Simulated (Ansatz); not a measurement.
A relaxation computed with Ansatz, from input to last step.

```yaml
crystal:
  lattice:
    - [6.2447830241, -6.2447830241, 6.2447830241]
    - [6.2447830241, 6.2447830241, -6.2447830241]
    - [-6.2447830241, 6.2447830241, 6.2447830241]
  atoms:
    - { symbol: Ba, position: [0.7499999982, 0.0, 0.2500000018] }
    - { symbol: Ba, position: [3.5e-09, 0.7500000056, 0.250000002] }
    - { symbol: Ba, position: [0.249649096, 0.5, 0.2496490946] }
    - { symbol: Ba, position: [0.5000000019, 0.0, 0.4999999981] }
    - { symbol: Ba, position: [0.4999999958, 0.2496490904, 0.2496490946] }
    - { symbol: Ba, position: [0.7503509054, 0.7503509096, 0.5000000042] }
    - { symbol: Ba, position: [3.7e-09, 0.5, 0.5000000054] }
    - { symbol: Ba, position: [0.2499999982, 0.0, 0.7500000018] }
    - { symbol: Ba, position: [0.2496491012, 0.249649103, 0.5000000018] }
    - { symbol: Ba, position: [0.4999999982, 0.750350897, 0.7503508988] }
    - { symbol: Ba, position: [0.7503509054, 0.5, 0.750350904] }
    - { symbol: Ba, position: [1.9e-09, 0.0, -1.9e-09] }
    - { symbol: Ba, position: [-8.0e-10, 0.2500000002, 0.750000001] }
    - { symbol: Ba, position: [0.249999999, 0.7499999998, 8.0e-10] }
    - { symbol: Ba, position: [0.4999999946, 0.5, -3.7e-09] }
    - { symbol: Ba, position: [0.749999998, 0.2499999944, -3.5e-09] }
    - { symbol: F, position: [0.499999997, -9.30586e-05, 0.2498856421] }
    - { symbol: F, position: [0.7501143545, 0.7501143571, 0.2500213] }
    - { symbol: F, position: [-9.30559e-05, 0.5, 0.2498856441] }
    - { symbol: F, position: [0.2498856472, -9.30505e-05, 0.5000000029] }
    - { symbol: F, position: [0.2488175318, 0.2488175324, 0.2488175299] }
    - { symbol: F, position: [0.4999999994, 0.7511824676, 0.4999999975] }
    - { symbol: F, position: [0.7511824646, 0.5, 0.4999999974] }
    - { symbol: F, position: [9.30556e-05, 9.30586e-05, 0.7499787008] }
    - { symbol: F, position: [-9.30551e-05, 0.2498856449, 0.5000000025] }
    - { symbol: F, position: [0.2500213, 0.7501143551, 0.7501143576] }
    - { symbol: F, position: [0.5000000005, 0.5, 0.751182466] }
    - { symbol: F, position: [0.7499786977, 9.30505e-05, 9.30534e-05] }
    - { symbol: F, position: [0.750114355, 0.2500212994, 0.7501143539] }
    - { symbol: F, position: [9.30556e-05, 0.7499787006, 9.30545e-05] }
    - { symbol: F, position: [0.2498856389, 0.5, -9.3057e-05] }
    - { symbol: F, position: [0.4999999974, 0.2498856429, -9.3057e-05] }
    - { symbol: F, position: [9.3057e-05, 0.5, 0.7501143611] }
    - { symbol: F, position: [0.2498856424, 0.2498856449, 0.7499787] }
    - { symbol: F, position: [0.4999999971, 9.30505e-05, 0.7501143528] }
    - { symbol: F, position: [0.7501143559, 0.5, 9.30559e-05] }
    - { symbol: F, position: [0.7511824701, 0.7511824676, 0.7511824682] }
    - { symbol: F, position: [-9.30545e-05, 0.2500212994, -9.30556e-05] }
    - { symbol: F, position: [0.2500212992, -9.30586e-05, -9.30556e-05] }
    - { symbol: F, position: [0.5000000026, 0.5, 0.2488175354] }
    - { symbol: F, position: [0.4999999975, 0.7501143551, 9.30551e-05] }
    - { symbol: F, position: [0.7499787, 0.2498856429, 0.2498856455] }
    - { symbol: F, position: [-9.30534e-05, -9.30505e-05, 0.2500213023] }
    - { symbol: F, position: [0.248817534, 0.5, 0.4999999995] }
    - { symbol: F, position: [0.2498856461, 0.7499787006, 0.249885645] }
    - { symbol: F, position: [0.5000000025, 0.2488175324, 0.5000000006] }
    - { symbol: F, position: [0.7501143579, 9.30586e-05, 0.500000003] }
    - { symbol: F, position: [9.3057e-05, 0.7501143571, 0.5000000026] }
    - { symbol: H, position: [0.5000000041, 0.5, 0.4999999959] }
  host:
    lattice:
      - [0.0, 3.122391512, 3.122391512]
      - [3.122391512, 0.0, 3.122391512]
      - [3.122391512, 3.122391512, 0.0]
    atoms:
      - { symbol: Ba, position: [0.0, 0.0, 0.0] }
      - { symbol: F, position: [0.25, 0.25, 0.25] }
      - { symbol: F, position: [0.75, 0.75, 0.75] }
total_charge: -1
basis:
  ecutwfc: 420
  xc_grid: 2
kpoints:
  mp_grid: { grid: [2, 2, 2], shift: [0.5, 0.5, 0.5] }
hamiltonian:
  xc: pbe
scf:
  occupations: { method: gaussian, width: 0.01 }
output:
  forces: true
  stress: false
  eigenvalues: true
  charged_corrections:
    defect_position: [0.5, 0.5, 0.5]
    epsilon: [[9.0929, 0.0, 0.0], [0.0, 9.0929, 0.0], [0.0, 0.0, 9.0929]]
relax:
  adjacent_minimum: "off"
  f_tol: 0.025
  max_steps: 45
```

```bash
ansatz run input.yaml --threads 4 --pin off --max-ram 6144MiB --backend cpu --events-out ev --progress --plain --runs-dir out
```

Method: Ansatz, DFT PBE, scalar-relativistic, plane waves, PAW.

The cell holds a point defect: H interstitial, charge −1.

Of 4 frames 4 are shown, positions in Å and forces in eV/Å; the SCF threshold varies from step to step.

```xyz
49
Lattice="6.2448 -6.2448 6.2448 6.2448 6.2448 -6.2448 -6.2448 6.2448 6.2448" Properties=species:S:1:pos:R:3:forces:R:3 pbc="T T T" step=1 free_energy_over_end_meV_per_atom=19.74
Ba    3.1224   -3.1224    6.2448    0.0000    0.0000    0.0000
Ba    3.1224    6.2448   -3.1224    0.0000    0.0000    0.0000
Ba    3.1224    3.1224   -0.0044    0.0000    0.0000    1.3637
Ba    0.0000    0.0000    6.2448    0.0000    0.0000    0.0000
Ba    3.1224   -0.0044    3.1224    0.0000    1.3637    0.0000
Ba    6.2492    3.1224    3.1224   -1.3637    0.0000    0.0000
Ba    0.0000    6.2448    0.0000    0.0000    0.0000    0.0000
Ba   -3.1224    3.1224    6.2448    0.0000    0.0000    0.0000
Ba   -0.0044    3.1224    3.1224    1.3637    0.0000    0.0000
Ba    3.1224    6.2492    3.1224    0.0000   -1.3637    0.0000
Ba    3.1224    3.1224    6.2492    0.0000    0.0000   -1.3637
Ba    0.0000    0.0000    0.0000    0.0000    0.0000    0.0000
Ba   -3.1224    6.2448    3.1224    0.0000    0.0000    0.0000
Ba    6.2448    3.1224   -3.1224    0.0000    0.0000    0.0000
Ba    6.2448    0.0000    0.0000    0.0000    0.0000    0.0000
Ba    6.2448   -3.1224    3.1224    0.0000    0.0000    0.0000
F     1.5613   -1.5625    4.6835   -0.0556   -0.1401    0.0556
F     7.8073    1.5613    1.5613    0.1401   -0.0556   -0.0556
F     1.5613    4.6835   -1.5625   -0.0556    0.0556   -0.1401
F    -1.5625    1.5613    4.6835   -0.1401   -0.0556    0.0556
F     1.5538    1.5538    1.5538   -0.5202   -0.5202   -0.5202
F     4.6910    4.6910    1.5538    0.5202    0.5202   -0.5202
F     4.6910    1.5538    4.6910    0.5202   -0.5202    0.5202
F    -4.6823    4.6835    4.6835    0.1401    0.0556    0.0556
F    -1.5625    4.6835    1.5613   -0.1401    0.0556   -0.0556
F     1.5613    7.8073    1.5613   -0.0556    0.1401   -0.0556
F     1.5538    4.6910    4.6910   -0.5202    0.5202    0.5202
F     4.6835   -4.6823    4.6835    0.0556    0.1401    0.0556
F     1.5613    1.5613    7.8073   -0.0556   -0.0556    0.1401
F     4.6835    4.6835   -4.6823    0.0556    0.0556    0.1401
F     4.6835    1.5613   -1.5625    0.0556   -0.0556   -0.1401
F     4.6835   -1.5625    1.5613    0.0556   -0.1401   -0.0556
F    -1.5613    7.8061    1.5625    0.0556   -0.0556    0.1401
F    -1.5625    4.6835    4.6835   -0.1401    0.0556    0.0556
F    -1.5613    1.5625    7.8061    0.0556    0.1401   -0.0556
F     7.8061   -1.5613    1.5625   -0.0556    0.0556    0.1401
F     4.6910    4.6910    4.6910    0.5202    0.5202    0.5202
F     1.5613    1.5613   -1.5625   -0.0556   -0.0556   -0.1401
F     1.5613   -1.5625    1.5613   -0.0556   -0.1401   -0.0556
F     4.6910    1.5538    1.5538    0.5202   -0.5202   -0.5202
F     7.8061    1.5625   -1.5613   -0.0556    0.1401    0.0556
F     4.6835   -1.5625    4.6835    0.0556   -0.1401    0.0556
F    -1.5625    1.5613    1.5613   -0.1401   -0.0556   -0.0556
F     1.5538    4.6910    1.5538   -0.5202    0.5202   -0.5202
F     4.6835    4.6835   -1.5625    0.0556    0.0556   -0.1401
F     1.5538    1.5538    4.6910   -0.5202   -0.5202    0.5202
F     1.5625   -1.5613    7.8061    0.1401    0.0556   -0.0556
F     1.5625    7.8061   -1.5613    0.1401   -0.0556    0.0556
H     3.1224    3.1224    3.1224    0.0000    0.0000    0.0000
49
Lattice="6.2448 -6.2448 6.2448 6.2448 6.2448 -6.2448 -6.2448 6.2448 6.2448" Properties=species:S:1:pos:R:3:forces:R:3 pbc="T T T" step=2 free_energy_over_end_meV_per_atom=4.80
Ba    3.1224   -3.1224    6.2448    0.0000    0.0000    0.0000
Ba    3.1224    6.2448   -3.1224    0.0000    0.0000    0.0000
Ba    3.1224    3.1224    0.1905    0.0000    0.0000   -0.7154
Ba    0.0000    0.0000    6.2448    0.0000    0.0000    0.0000
Ba    3.1224    0.1905    3.1224    0.0000   -0.7154    0.0000
Ba    6.0542    3.1224    3.1224    0.7154    0.0000    0.0000
Ba    0.0000    6.2448    0.0000    0.0000    0.0000    0.0000
Ba   -3.1224    3.1224    6.2448    0.0000    0.0000    0.0000
Ba    0.1905    3.1224    3.1224   -0.7154    0.0000    0.0000
Ba    3.1224    6.0542    3.1224    0.0000    0.7154    0.0000
Ba    3.1224    3.1224    6.0542    0.0000    0.0000    0.7154
Ba    0.0000    0.0000    0.0000    0.0000    0.0000    0.0000
Ba   -3.1224    6.2448    3.1224    0.0000    0.0000    0.0000
Ba    6.2448    3.1224   -3.1224    0.0000    0.0000    0.0000
Ba    6.2448    0.0000    0.0000    0.0000    0.0000    0.0000
Ba    6.2448   -3.1224    3.1224    0.0000    0.0000    0.0000
F     1.5593   -1.5766    4.6855    0.0571    0.1522   -0.0571
F     7.8214    1.5593    1.5593   -0.1522    0.0571    0.0571
F     1.5593    4.6855   -1.5766    0.0571   -0.0571    0.1522
F    -1.5766    1.5593    4.6855    0.1522    0.0571   -0.0571
F     1.4657    1.4657    1.4657    0.2224    0.2224    0.2224
F     4.7791    4.7791    1.4657   -0.2224   -0.2224    0.2224
F     4.7791    1.4657    4.7791   -0.2224    0.2224   -0.2224
F    -4.6682    4.6855    4.6855   -0.1522   -0.0571   -0.0571
F    -1.5766    4.6855    1.5593    0.1522   -0.0571    0.0571
F     1.5593    7.8214    1.5593    0.0571   -0.1522    0.0571
F     1.4657    4.7791    4.7791    0.2224   -0.2224   -0.2224
F     4.6855   -4.6682    4.6855   -0.0571   -0.1522   -0.0571
F     1.5593    1.5593    7.8214    0.0571    0.0571   -0.1522
F     4.6855    4.6855   -4.6682   -0.0571   -0.0571   -0.1522
F     4.6855    1.5593   -1.5766   -0.0571    0.0571    0.1522
F     4.6855   -1.5766    1.5593   -0.0571    0.1522    0.0571
F    -1.5593    7.8041    1.5766   -0.0571    0.0571   -0.1522
F    -1.5766    4.6855    4.6855    0.1522   -0.0571   -0.0571
F    -1.5593    1.5766    7.8041   -0.0571   -0.1522    0.0571
F     7.8041   -1.5593    1.5766    0.0571   -0.0571   -0.1522
F     4.7791    4.7791    4.7791   -0.2224   -0.2224   -0.2224
F     1.5593    1.5593   -1.5766    0.0571    0.0571    0.1522
F     1.5593   -1.5766    1.5593    0.0571    0.1522    0.0571
F     4.7791    1.4657    1.4657   -0.2224    0.2224    0.2224
F     7.8041    1.5766   -1.5593    0.0571   -0.1522   -0.0571
F     4.6855   -1.5766    4.6855   -0.0571    0.1522   -0.0571
F    -1.5766    1.5593    1.5593    0.1522    0.0571    0.0571
F     1.4657    4.7791    1.4657    0.2224   -0.2224    0.2224
F     4.6855    4.6855   -1.5766   -0.0571   -0.0571    0.1522
F     1.4657    1.4657    4.7791    0.2224    0.2224   -0.2224
F     1.5766   -1.5593    7.8041   -0.1522   -0.0571    0.0571
F     1.5766    7.8041   -1.5593   -0.1522    0.0571   -0.0571
H     3.1224    3.1224    3.1224    0.0000    0.0000    0.0000
49
Lattice="6.2448 -6.2448 6.2448 6.2448 6.2448 -6.2448 -6.2448 6.2448 6.2448" Properties=species:S:1:pos:R:3:forces:R:3 pbc="T T T" step=3 free_energy_over_end_meV_per_atom=0.03
Ba    3.1224   -3.1224    6.2448    0.0000    0.0000    0.0000
Ba    3.1224    6.2448   -3.1224    0.0000    0.0000    0.0000
Ba    3.1224    3.1224    0.1235    0.0000    0.0000    0.0571
Ba    0.0000    0.0000    6.2448    0.0000    0.0000    0.0000
Ba    3.1224    0.1235    3.1224    0.0000    0.0571    0.0000
Ba    6.1213    3.1224    3.1224   -0.0571    0.0000    0.0000
Ba    0.0000    6.2448    0.0000    0.0000    0.0000    0.0000
Ba   -3.1224    3.1224    6.2448    0.0000    0.0000    0.0000
Ba    0.1235    3.1224    3.1224    0.0571    0.0000    0.0000
Ba    3.1224    6.1213    3.1224    0.0000   -0.0571    0.0000
Ba    3.1224    3.1224    6.1213    0.0000    0.0000   -0.0571
Ba    0.0000    0.0000    0.0000    0.0000    0.0000    0.0000
Ba   -3.1224    6.2448    3.1224    0.0000    0.0000    0.0000
Ba    6.2448    3.1224   -3.1224    0.0000    0.0000    0.0000
Ba    6.2448    0.0000    0.0000    0.0000    0.0000    0.0000
Ba    6.2448   -3.1224    3.1224    0.0000    0.0000    0.0000
F     1.5689   -1.5577    4.6759   -0.0062   -0.0152    0.0062
F     7.8025    1.5689    1.5689    0.0152   -0.0062   -0.0062
F     1.5689    4.6759   -1.5577   -0.0062    0.0062   -0.0152
F    -1.5577    1.5689    4.6759   -0.0152   -0.0062    0.0062
F     1.4884    1.4884    1.4884   -0.0144   -0.0144   -0.0144
F     4.7563    4.7563    1.4884    0.0144    0.0144   -0.0144
F     4.7563    1.4884    4.7563    0.0144   -0.0144    0.0144
F    -4.6871    4.6759    4.6759    0.0152    0.0062    0.0062
F    -1.5577    4.6759    1.5689   -0.0152    0.0062   -0.0062
F     1.5689    7.8025    1.5689   -0.0062    0.0152   -0.0062
F     1.4884    4.7563    4.7563   -0.0144    0.0144    0.0144
F     4.6759   -4.6871    4.6759    0.0062    0.0152    0.0062
F     1.5689    1.5689    7.8025   -0.0062   -0.0062    0.0152
F     4.6759    4.6759   -4.6871    0.0062    0.0062    0.0152
F     4.6759    1.5689   -1.5577    0.0062   -0.0062   -0.0152
F     4.6759   -1.5577    1.5689    0.0062   -0.0152   -0.0062
F    -1.5689    7.8137    1.5577    0.0062   -0.0062    0.0152
F    -1.5577    4.6759    4.6759   -0.0152    0.0062    0.0062
F    -1.5689    1.5577    7.8137    0.0062    0.0152   -0.0062
F     7.8137   -1.5689    1.5577   -0.0062    0.0062    0.0152
F     4.7563    4.7563    4.7563    0.0144    0.0144    0.0144
F     1.5689    1.5689   -1.5577   -0.0062   -0.0062   -0.0152
F     1.5689   -1.5577    1.5689   -0.0062   -0.0152   -0.0062
F     4.7563    1.4884    1.4884    0.0144   -0.0144   -0.0144
F     7.8137    1.5577   -1.5689   -0.0062    0.0152    0.0062
F     4.6759   -1.5577    4.6759    0.0062   -0.0152    0.0062
F    -1.5577    1.5689    1.5689   -0.0152   -0.0062   -0.0062
F     1.4884    4.7563    1.4884   -0.0144    0.0144   -0.0144
F     4.6759    4.6759   -1.5577    0.0062    0.0062   -0.0152
F     1.4884    1.4884    4.7563   -0.0144   -0.0144    0.0144
F     1.5577   -1.5689    7.8137    0.0152    0.0062   -0.0062
F     1.5577    7.8137   -1.5689    0.0152   -0.0062    0.0062
H     3.1224    3.1224    3.1224    0.0000    0.0000    0.0000
49
Lattice="6.2448 -6.2448 6.2448 6.2448 6.2448 -6.2448 -6.2448 6.2448 6.2448" Properties=species:S:1:pos:R:3:forces:R:3 pbc="T T T" step=4 free_energy_over_end_meV_per_atom=0.00
Ba    3.1224   -3.1224    6.2448    0.0000    0.0000    0.0000
Ba    3.1224    6.2448   -3.1224    0.0000    0.0000    0.0000
Ba    3.1224    3.1224    0.1277    0.0000    0.0000    0.0041
Ba    0.0000    0.0000    6.2448    0.0000    0.0000    0.0000
Ba    3.1224    0.1277    3.1224    0.0000    0.0041    0.0000
Ba    6.1170    3.1224    3.1224   -0.0041    0.0000    0.0000
Ba    0.0000    6.2448    0.0000    0.0000    0.0000    0.0000
Ba   -3.1224    3.1224    6.2448    0.0000    0.0000    0.0000
Ba    0.1277    3.1224    3.1224    0.0041    0.0000    0.0000
Ba    3.1224    6.1170    3.1224    0.0000   -0.0041    0.0000
Ba    3.1224    3.1224    6.1170    0.0000    0.0000   -0.0041
Ba    0.0000    0.0000    0.0000    0.0000    0.0000    0.0000
Ba   -3.1224    6.2448    3.1224    0.0000    0.0000    0.0000
Ba    6.2448    3.1224   -3.1224    0.0000    0.0000    0.0000
Ba    6.2448    0.0000    0.0000    0.0000    0.0000    0.0000
Ba    6.2448   -3.1224    3.1224    0.0000    0.0000    0.0000
F     1.5680   -1.5596    4.6768   -0.0003   -0.0007    0.0003
F     7.8044    1.5680    1.5680    0.0007   -0.0003   -0.0003
F     1.5680    4.6768   -1.5596   -0.0003    0.0003   -0.0007
F    -1.5596    1.5680    4.6768   -0.0007   -0.0003    0.0003
F     1.4869    1.4869    1.4869    0.0012    0.0012    0.0012
F     4.7579    4.7579    1.4869   -0.0012   -0.0012    0.0012
F     4.7579    1.4869    4.7579   -0.0012    0.0012   -0.0012
F    -4.6852    4.6768    4.6768    0.0007    0.0003    0.0003
F    -1.5596    4.6768    1.5680   -0.0007    0.0003   -0.0003
F     1.5680    7.8044    1.5680   -0.0003    0.0007   -0.0003
F     1.4869    4.7579    4.7579    0.0012   -0.0012   -0.0012
F     4.6768   -4.6852    4.6768    0.0003    0.0007    0.0003
F     1.5680    1.5680    7.8044   -0.0003   -0.0003    0.0007
F     4.6768    4.6768   -4.6852    0.0003    0.0003    0.0007
F     4.6768    1.5680   -1.5596    0.0003   -0.0003   -0.0007
F     4.6768   -1.5596    1.5680    0.0003   -0.0007   -0.0003
F    -1.5680    7.8127    1.5596    0.0003   -0.0003    0.0007
F    -1.5596    4.6768    4.6768   -0.0007    0.0003    0.0003
F    -1.5680    1.5596    7.8127    0.0003    0.0007   -0.0003
F     7.8127   -1.5680    1.5596   -0.0003    0.0003    0.0007
F     4.7579    4.7579    4.7579   -0.0012   -0.0012   -0.0012
F     1.5680    1.5680   -1.5596   -0.0003   -0.0003   -0.0007
F     1.5680   -1.5596    1.5680   -0.0003   -0.0007   -0.0003
F     4.7579    1.4869    1.4869   -0.0012    0.0012    0.0012
F     7.8127    1.5596   -1.5680   -0.0003    0.0007    0.0003
F     4.6768   -1.5596    4.6768    0.0003   -0.0007    0.0003
F    -1.5596    1.5680    1.5680   -0.0007   -0.0003   -0.0003
F     1.4869    4.7579    1.4869    0.0012   -0.0012    0.0012
F     4.6768    4.6768   -1.5596    0.0003    0.0003   -0.0007
F     1.4869    1.4869    4.7579    0.0012    0.0012   -0.0012
F     1.5596   -1.5680    7.8127    0.0007    0.0003   -0.0003
F     1.5596    7.8127   -1.5680    0.0007   -0.0003    0.0003
H     3.1224    3.1224    3.1224    0.0000    0.0000    0.0000
```